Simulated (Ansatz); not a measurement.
Crystal: MnO.

```
CELL_PARAMETERS angstrom
0.00000 2.22391 2.22391
2.22391 0.00000 2.22391
2.22391 2.22391 0.00000
ATOMIC_POSITIONS crystal
Mn 0.00000 0.00000 0.00000
O 0.50000 0.50000 0.50000
```

The cell is a database's computed one.

Program: Ansatz 0.2.0. Alike in all runs: potentials or basis Ansatz PAW; spin collinear, ferromagnetic start; cell as given.

Question: Order these runs on this cell by their pressure, lowest first.
A. level RPBE; k mesh 6 × 6 × 6; cutoff (eV) 420; smearing fermi-dirac 0.05 eV; points for each segment of the path 14; mesh quality coarse
B. level PBEsol+U; U Mn d U = 4 eV; k mesh 10 × 10 × 10; cutoff (eV) 420; smearing fermi-dirac 0.05 eV; points for each segment of the path 14; hubbard projectors ortho-atomic (the default); double counting fll (the default); mesh quality not flagged
C. level r2SCAN+U; U Mn d U = 8 eV; k mesh 10 × 10 × 10; cutoff (eV) 500; smearing fermi-dirac 0.05 eV; points for each segment of the path 14; hubbard projectors ortho-atomic (the default); double counting fll (the default); mesh quality not flagged
D. level PBE; k mesh 10 × 10 × 10; cutoff (eV) 420; smearing gaussian 0.015 eV; mesh quality not flagged
E. level PBEsol+U; U Mn d U = 1 eV; k mesh 10 × 10 × 10; cutoff (eV) 420; smearing fermi-dirac 0.05 eV; points for each segment of the path 14; hubbard projectors ortho-atomic (the default); double counting fll (the default); mesh quality not flagged

Answer: E (-2.1 GPa), D (0.2 GPa), B (2.8 GPa), A (4.6 GPa), C (8.9 GPa).

Caveats: some runs use coarse meshes; a cell with one magnetic atom can't hold antiferromagnetic order, which such compounds often take; the PAW data sets come from PBE, with cores solved anew for the run's functional, which leaves a small shift of forces and pressure (some runs); the magnetic or orbital state may not be the lowest (some runs); the potentials were made for another functional, which shifts forces and pressure (some runs).

Not every run made on this cell is shown here.
